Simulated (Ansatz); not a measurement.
Input and command of a calculation in Ansatz (plane waves; scalar-relativistic PAW potentials unless the input names others):

```yaml
crystal:
  lattice:
    - [0.0, 2.17824, 2.45052]
    - [2.17824, 0.0, 2.45052]
    - [2.17824, 2.17824, 0.0]
  atoms:
    - { symbol: B, position: [0.0, 0.0, 0.0] }
    - { symbol: P, position: [0.75, 0.75, 0.75] }
kpoints:
  mp_grid: { grid: [10, 10, 10] }
hamiltonian:
  xc: lda
scf:
  occupations: { method: gaussian, width: 0.05 }
  algorithm: direct_min
output:
  forces: true
  eigenvalues: true
  stress: true
accuracy: high
```

```bash
ansatz run input.yaml --threads 1 --pin off --max-ram 2560MiB --backend cpu --events-out ev --progress --plain --runs-dir out
```

Abridged log:
```
Pseudopotentials: kind: paw
Pseudopotential: B, paw, valence charge 3, recommended cutoff 420 eV (normal)
Pseudopotential: P, paw, valence charge 5, recommended cutoff 420 eV (normal)
Functional definition: SPW92
Crystal: 2 atoms, lattice volume = 23.254 Å³
Basis set: ecut = 420 eV, 461 PW (Γ)
Bands: 8, of which v1, the nominal top of the filled ones, is band 4 counted from 1 (3 counted from 0)
Symmetry: 8 space group operations
Space group: I-4m2 (ITA 119), of the structure as read, at distance tolerance 2.9e-5 Å
k-points: 102 of 1000 (time reversal used)
Initial density: superposition of atomic densities (neutral atoms: chi_scale 0, normalization atom), corrected by the library's trained network
Initial wavefunctions: pseudopotential atomic-orbital guess
Functional: x = slater, c = lda
SCF iter   1: F=—  HF=-876.431438 eV  |F-HF|=—  |Δ(HF+E_count)|=         —  Δρ=4.81e-3  dr2=3.54e-3  ethr=1.77e-3  ⟨swp⟩=7.5  Hψ=4092  notcnv=0
SCF iter   2: F=—  HF=-876.430287 eV  |F-HF|=—  |Δ(HF+E_count)|=   1.15e-3  Δρ=7.48e-4  dr2=1.49e-4  ethr=1.66e-6  ⟨swp⟩=3.0  Hψ=3270  notcnv=0  defer=1
SCF iter   3: F=—  HF=-876.430217 eV  |F-HF|=—  |Δ(HF+E_count)|=   6.97e-5  Δρ=5.57e-5  dr2=5.45e-7  ethr=1.66e-6  ⟨swp⟩=2.0  Hψ=1233  notcnv=0
SCF iter   4: F=-876.430217 eV  HF=-876.430217 eV  |F-HF|=3.08e-9  |Δ(HF+E_count)|=   1.93e-8  Δρ=6.93e-6  dr2=6.49e-9  ethr=6.81e-9  ⟨swp⟩=3.1  Hψ=1622  notcnv=0
SCF iter   5: F=—  HF=-876.430217 eV  |F-HF|=—  |Δ(HF+E_count)|=  7.66e-10  Δρ=8.79e-7  dr2=1.98e-10  ethr=8.11e-11  ⟨swp⟩=3.0  Hψ=1442  notcnv=0
SCF iter   6: F=-876.430217 eV  HF=-876.430217 eV  |F-HF|=0.00e0  |Δ(HF+E_count)|=  6.47e-11  Δρ=4.96e-8  dr2=5.99e-13  ethr=2.48e-12  ⟨swp⟩=2.3  Hψ=1267  notcnv=0
SCF 1 converged in 6 iterations: F = -876.430217 eV  dr2 = 5.99e-13
  Residual-converged pass: ⟨swp⟩=5.0  Hψ=2272  notcnv=0  max |occ|·‖R‖ = 9.7e-9 eV (tolerance 1.0e-8 eV) dr2=6.48e-13  dr2_onsite=5.06e-14  max |Δocc| = 6.7e-8
SCF converged after 6 iterations
Stability not checked: this state was not tested for a lower state beside it, because a direct minimisation reached the state, and no test of it is asked (direct_minimisation; see scf.lower_state_search)
Free energy (F): -876.430217 eV
Harris-Foulkes:  -876.430217 eV  (|F-HF|=0.00e0)
Internal energy: -876.430217 eV  (E = F + TS)
E sigma→0 (E₀):  -876.430217 eV
Entropy (-TS):    0.000000 eV ( 0.000 meV/atom)
Fermi energy:    9.731410 eV
--- Forces (eV/Å), atoms counted from 1 ---
  atom   1  B      0.00000000     0.00000000     0.00000000
  atom   2  P      0.00000000     0.00000000     0.00000000
--- Stress (GPa, compression-positive) ---
        7.538114       0.000000       0.000000
        0.000000       7.538114       0.000000
        0.000000       0.000000     -28.886413
  P = ⅓ Tr σ = -4.6034 GPa (-46.034 kbar)
```

Apart from outputs and empty bands, the input differs from a reference run on usual settings in scf.algorithm: not typed → "direct_min"; accuracy: not typed → "high"; basis.ecutwfc: 420 → not typed. The reference, at the same geometry (not necessarily relaxed), gave pressure -4.60 GPa, largest force 0.000 eV/Å, gap on the mesh 0.29 eV. This run converged in 6 SCF iterations (reference: 6) with an energy at zero smearing within 0.01 meV/atom of the reference's, pressure -4.60 GPa, largest force 0.000 eV/Å, gap on the mesh 0.29 eV.

Time: 2.6 s on 1 thread of Intel(R) Xeon(R) 6975P-C (Granite Rapids), with other jobs on the host, peak memory 0.35 GiB.